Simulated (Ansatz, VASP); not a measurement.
# One calculation of Re, two programs

The input INCAR:

```
SYSTEM = Re
  PREC = Accurate
  ENCUT = 520
  EDIFF = 1E-6
  ISMEAR = -1
  SIGMA = 0.05
  LREAL = .False.
  LASPH = .True.
  NELM = 100
  ALGO = Normal
  ISIF = 2
  LWAVE = .False.
  LCHARG = .False.
  GGA = RP
  NBANDS = 22
```

The input KPOINTS:

```
regular mesh
0
Gamma
  11 11 3
  0 0 0
```

File POSCAR:

```
Re
1.0
    2.7663873939      0.0000000000      0.0000000000
   -1.3831936969      2.3957617598      0.0000000000
    0.0000000000      0.0000000000      8.9388451600
Re
4
Direct
    0.6666666667      0.3333333333      0.7500000000
    0.0000000000      0.0000000000      0.5000000000
    0.3333333333      0.6666666667      0.2500000000
    0.0000000000      0.0000000000      0.0000000000
```

input.yaml

```yaml
crystal:
  lattice:
    - [2.7663873939, 0.0, 0.0]
    - [-1.3831936969, 2.3957617598, 0.0]
    - [0.0, 0.0, 8.93884516]
  atoms:
    - { symbol: Re, position: [0.6666666667, 0.3333333333, 0.75] }
    - { symbol: Re, position: [0.0, 0.0, 0.5] }
    - { symbol: Re, position: [0.3333333333, 0.6666666667, 0.25] }
    - { symbol: Re, position: [0.0, 0.0, 0.0] }
hamiltonian:
  xc: rpbe
  pseudopotentials: { kind: paw }
kpoints:
  mp_grid: { grid: [11, 11, 3] }
  band_path:
    path:
      - [[0.0, 0.0, 0.0], [0.5, 0.0, 0.0], [0.3333333333, 0.3333333333, 0.0], [0.0, 0.0, 0.0], [0.0, 0.0, 0.5], [0.5, 0.0, 0.5], [0.3333333333, 0.3333333333, 0.5], [0.0, 0.0, 0.5]]
      - [[0.5, 0.0, 0.5], [0.5, 0.0, 0.0]]
      - [[0.3333333333, 0.3333333333, 0.0], [0.3333333333, 0.3333333333, 0.5]]
    npoints: 14
scf:
  occupations: { method: fermi_dirac, width: 0.05 }
  n_extra_bands: 10
output:
  forces: true
  stress: true
  eigenvalues: true
  fatbands: false
```

Alike in both runs: functional RPBE; k mesh 11 × 11 × 3; occupations fermi-dirac, width 0.05 eV; no spin polarisation.

|  | VASP | Ansatz |
| --- | --- | --- |
| version | VASP 6.6.1 | Ansatz 0.2.0 |
| potentials or method | VASP PAW PBE potentials, release 64 (Re) | Ansatz PAW |
| plane-wave cutoff (eV) | 520 | 420 |
| valence electrons in the cell | 28 | 60 |
| task | single point | band structure |

```tsv
	VASP	Ansatz	Ansatz less VASP
gap on the k mesh at the Fermi level (eV)	none	none	-
pressure (GPa)	6.6	7.2	+0.57
largest component of the traceless stress (GPa)	0.34	0.41	+0.065
```

A gap of «none» marks a metal or a gap that the smearing closes. The two sets of potentials don't hold the same shells in valence.

Caveats: the PAW data sets were made with another functional, which shifts forces and pressure a little (VASP); spin-orbit coupling is left out, which moves the levels of the heavy elements (Ansatz); the PAW data sets come from PBE, with cores solved anew for the run's functional, which leaves a small shift of forces and pressure (Ansatz). Spin-orbit coupling is left out, which matters for the levels of Re.
